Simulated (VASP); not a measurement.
# PBE against BLYP-D4 over 6 crystals

Computed equilibrium volume (Å³/atom) at each level. Volumes are each level's own minimum, from an equation of state or a relaxation of the cell. Space groups are those of the starting cells. Not every cell is the stable form of its formula. Spin polarisation and spin-orbit coupling are off unless named.

- PBE: VASP (PAW files made for PBE); cutoffs 480 to 600 eV; k meshes of 125 to 1000 points
- BLYP-D4: VASP (PAW files made for PBE); cutoff 600 eV; k meshes of 125 to 1000 points

```csv
crystal,PBE,BLYP-D4
"TiO2 (I4_1/amd, 6 atoms)",11.690,11.583
HfB (Fm-3m),14.133,14.061
"MoTe2 (P6_3/mmc, 6 atoms)",27.650,25.284
"HfO2 (P2_1/c, 12 atoms)",11.656,11.701
"SnO2 (P4_2/mnm, 6 atoms)",12.597,12.508
"TiSi2 (Fddd, 6 atoms)",14.144,14.028
```

Q: How do the values move from PBE?

A: BLYP-D4 lies below PBE in 5 of 6 crystals, with a median shift of -0.8 % (-8.6 % for MoTe2 to +0.4 % for HfO2). The figures use the values as printed. Meshes of this size aren't converged for the metals. Columns can differ in potentials and cutoffs within a row, which adds scatter of its own.

MoTe2 is the clear outlier: its volume falls from 27.650 to 25.284 Å³/atom, while the other five crystals barely move. Its layers are strongly bonded within themselves but held together mainly by van der Waals attraction, so the spacing between them sits in a shallow energy well and responds to small changes in the functional. PBE lacks long-range dispersion and typically leaves such layered tellurides too expanded. The contraction probably reflects the D4 attraction, although the change from PBE to BLYP enters in the same step and can't be separated from it here.

In the other crystals, ionic, covalent or metallic bonding runs in all three dimensions and makes the volume much stiffer. Their small shifts don't sort by bonding type: TiO2 and SnO2 contract along with HfB and TiSi2, whereas HfO2 expands slightly. The close agreement for these five doesn't show that the two levels would also agree on bulk moduli or cohesive energies.
